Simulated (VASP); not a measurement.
# C (Fd-3m) in VASP: settings compared, part 2 of 2

VASP 6.6.1.

## 6. Relaxation of cell and atoms, PBE

This run uses another cell than the first one, of 5.70 Å³/atom, 1.004 times its volume.

Contents of INCAR:

```
SYSTEM = C
PREC = Accurate
ENCUT = 600
EDIFF = 1E-7
ISMEAR = 0
SIGMA = 0.03
LREAL = .False.
LASPH = .True.
NELM = 80
ALGO = Normal
ISIF = 3
LWAVE = .False.
LCHARG = .False.
GGA = PE
IBRION = 2
NSW = 90
EDIFFG = -0.005
```

Contents of KPOINTS:

```
regular mesh
0
Gamma
  14 14 14
  0 0 0
```

Contents of POSCAR:

```
C                                       
1.0
   -0.0000000000      1.7858054497      1.7858054497
    1.7858054497     -0.0000000000      1.7858054497
    1.7858054497      1.7858054497      0.0000000000
  C             
     2
Direct
     0.0000000000000000    0.0000000000000000    0.0000000000000000
     0.2500000000000000    0.2500000000000000    0.2500000000000000
```

Potentials or basis: VASP PAW PBE potentials, release 64 (C).

Command:

```sh
$ cat potpaw_PBE.64/C/POTCAR > POTCAR
$ mpirun -np 1 vasp_std > vasp.out
```

OUTCAR:

```text
SYSTEM = C
   PREC = Accurate
   ENCUT = 600
   EDIFF = 1E-7
   ISMEAR = 0
   LREAL = .False.
   LASPH = .True.
   NELM = 80
   ISIF = 3
   GGA = PE
   IBRION = 2
   NSW = 90
   EDIFFG = -0.005

 ion  position               nearest neighbor table
   1  0.000  0.000  0.000-   2 1.55   2 1.55   2 1.55   2 1.55
   2  0.250  0.250  0.250-   1 1.55   1 1.55   1 1.55   1 1.55

  LATTYP: Found a face centered cubic cell.
 ALAT       =     3.5716108994

  Lattice vectors:

 A1 = (   0.0000000000,   1.7858054497,   1.7858054497)
 A2 = (   1.7858054497,   0.0000000000,   1.7858054497)
 A3 = (   1.7858054497,   1.7858054497,   0.0000000000)

Analysis of symmetry for initial positions (statically):
[... 6 lines left out ...]

 Subroutine GETGRP returns: Found 48 space group operations
 (whereof 24 operations were pure point group operations)
 out of a pool of 48 trial point group operations.

The static configuration has the point symmetry T_d .
 The point group associated with its full space group is O_h .

Analysis of symmetry for dynamics (positions and initial velocities):
[... 6 lines left out ...]

[... 158 lines left out ...]
 cond. band min:      13.7900647803   @ k =   0.3571   0.3571   0.0000
 fundamental gap:      4.1207014209
 Fermi energy:         9.8568423944

 k-point     1 :       0.0000    0.0000    0.0000
  band No.  band energies     occupation
      1     -11.7521      2.00000
      2       9.6694      2.00000
      3       9.6694      2.00000
      4       9.6694      2.00000
      5      15.2483      0.00000
      6      15.2483      0.00000
      7      15.2483      0.00000
      8      22.9070      0.00000
[... 243 lines left out ...]
 k-point    24 :       0.2857    0.1429    0.0000
  band No.  band energies     occupation
      1      -9.7069      2.00000
      2       3.6671      2.00000
      3       6.3656      2.00000
      4       7.0801      2.00000
      5      15.5710      0.00000
      6      19.6029      0.00000
      7      19.7107      0.00000
      8      22.0176      0.00000

 [... further k-points ...]

------------------------ aborting loop because EDIFF is reached ----------------------------------------

  FORCE on cell =-STRESS in cart. coord.  units (eV):
  Direction    XX          YY          ZZ          XY          YZ          ZX
  --------------------------------------------------------------------------------------
  -------------------------------------------------------------------------------------
  Total       -0.0012382     -0.0012382     -0.0012382      0.0000000     -0.0000000     -0.0000000
  in kB       -0.1741740     -0.1741740     -0.1741740      0.0000000     -0.0000000     -0.0000000
  external PRESSURE =      -0.1741740 kB  Pullay stress =       0.0000000 kB

 VOLUME and BASIS-vectors are now :
 -----------------------------------------------------------------------------
  energy-cutoff  :      600.00
  volume of cell :       11.39
      direct lattice vectors                 reciprocal lattice vectors
     0.000000000  1.785805450  1.785805450    -0.279985706  0.279985706  0.279985706
     1.785805450  0.000000000  1.785805450     0.279985706 -0.279985706  0.279985706
     1.785805450  1.785805450  0.000000000     0.279985706  0.279985706 -0.279985706

 POSITION                                       TOTAL-FORCE (eV/Angst)
 -----------------------------------------------------------------------------------
      0.00000      0.00000      0.00000         0.000000      0.000000      0.000000
      0.89290      0.89290      0.89290        -0.000000     -0.000000     -0.000000
 -----------------------------------------------------------------------------------
    total drift:                                0.000000      0.000000      0.000000

  FREE ENERGIE OF THE ION-ELECTRON SYSTEM (eV)
  ---------------------------------------------------
  free  energy   TOTEN  =       -18.1905429241 eV

  energy  without entropy=      -18.1905429241  energy(sigma->0) =      -18.19054292

 reached required accuracy - stopping structural energy minimisation
```

CONTCAR:

```text
C
   1.00000000000000
     0.0000000000000000    1.7858054497000000    1.7858054497000000
     1.7858054497000000    0.0000000000000000    1.7858054497000000
     1.7858054497000000    1.7858054497000000    0.0000000000000000
  C
     2
Direct
     0.0000000000000000    0.0000000000000000    0.0000000000000000
     0.2500000000000000    0.2500000000000000    0.2500000000000000

  0.00000000E+00  0.00000000E+00  0.00000000E+00
  0.00000000E+00  0.00000000E+00  0.00000000E+00
```

Run time: 8.8 s. Hardware: 1 thread of Intel Xeon Platinum 8559C (Emerald Rapids), shared host; peak memory 0.12 GiB.

Results:

```
Free energy             : -18.1905 eV
Pressure after relaxing : 0.0 GPa
Band gap on the k mesh  : 4.12 eV, indirect (least direct gap 5.58 eV)
```

Final structure:
```cif
data_structure
_symmetry_space_group_name_H-M 'P 1'
_symmetry_Int_Tables_number 1
_cell_length_a 2.5255
_cell_length_b 2.5255
_cell_length_c 2.5255
_cell_angle_alpha 60.000
_cell_angle_beta 60.000
_cell_angle_gamma 60.000
_cell_volume 11.39
loop_
_atom_site_label
_atom_site_type_symbol
_atom_site_fract_x
_atom_site_fract_y
_atom_site_fract_z
_atom_site_occupancy
C1 C 0.00000 0.00000 0.00000 1
C2 C 0.25000 0.25000 0.25000 1
```

Caveat: the relaxation stopped at its first step, so nothing moved. Expect the measured gap to be larger: semilocal functionals such as PBE lack the derivative discontinuity.

## 7. Summary

| task | level | cell | gap on the mesh (eV) | pressure (GPa) |
| --- | --- | --- | --- | --- |
| relaxation of the atoms | PBE+D3(BJ) | atoms relaxed from: a relaxed cell with its volume scaled by 1.02 | 4.10 | -8.5 |
| relaxation of the atoms | PBE+D3(BJ) | atoms relaxed from: a relaxed cell with its volume scaled by 1.04 | 4.06 | -16.2 |
| relaxation of the atoms | PBE+D3(BJ) | atoms relaxed from: a relaxed cell with its volume scaled by 1.06 | 4.02 | -23.2 |
| relaxation of cell and atoms | PBE | relaxed | 4.12 | 0.0 |

Alike in all rows: potentials or basis VASP PAW PBE potentials, release 64 (C); no spin polarisation; k mesh 14 × 14 × 14; cutoff (eV) 600; smearing gaussian 0.03 eV.

Caveats: the relaxation stopped at its first step, so nothing moved.

Total energies depend on the potentials used, so only differences within one code and one set of settings carry meaning.
